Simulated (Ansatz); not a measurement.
## HgTe under pressure

Level of theory: DFT PBE, scalar-relativistic, plane waves, PAW (Ansatz). Cutoff 420 eV, 12×12×12 k-points (Γ-centred), Fermi-Dirac smearing of 0.15 eV. No spin polarisation. Phonons by linear response, acoustic sum rule imposed.

Equilibrium structure at this level:
```cif
data_structure
_symmetry_space_group_name_H-M 'F-43m'
_symmetry_Int_Tables_number 216
_cell_length_a 6.6529
_cell_length_b 6.6529
_cell_length_c 6.6529
_cell_angle_alpha 90.000
_cell_angle_beta 90.000
_cell_angle_gamma 90.000
_cell_volume 294.47
loop_
_atom_site_label
_atom_site_type_symbol
_atom_site_symmetry_multiplicity
_atom_site_Wyckoff_symbol
_atom_site_fract_x
_atom_site_fract_y
_atom_site_fract_z
_atom_site_occupancy
Hg1 Hg 4 a 0.00000 0.00000 0.00000 1
Te1 Te 4 c 0.25000 0.25000 0.25000 1
```

In a metal, frequencies and elastic constants depend on the k mesh and the smearing, soft modes and shear constants most. Spin–orbit coupling is left out, which can shift energies with elements as heavy as these.

Optical modes at Γ (cm⁻¹) at zero pressure: 96.

Question: Under hydrostatic pressure the same modes lie at 232 cm⁻¹. What is the pressure, and how much has the cell shrunk?

Answer: 50 GPa; the volume is 36.6 % smaller.

The bands only touch here, so at this level the crystal is a zero-gap semiconductor or semimetal, not an ordinary metal; spin–orbit coupling, left out, can open or move such a gap.

Cost: 2 runs of about 1.7 core-minutes in all, on Intel Xeon Platinum 8488C (Sapphire Rapids), Intel Xeon Processor @ 2.70GHz (shared hosts).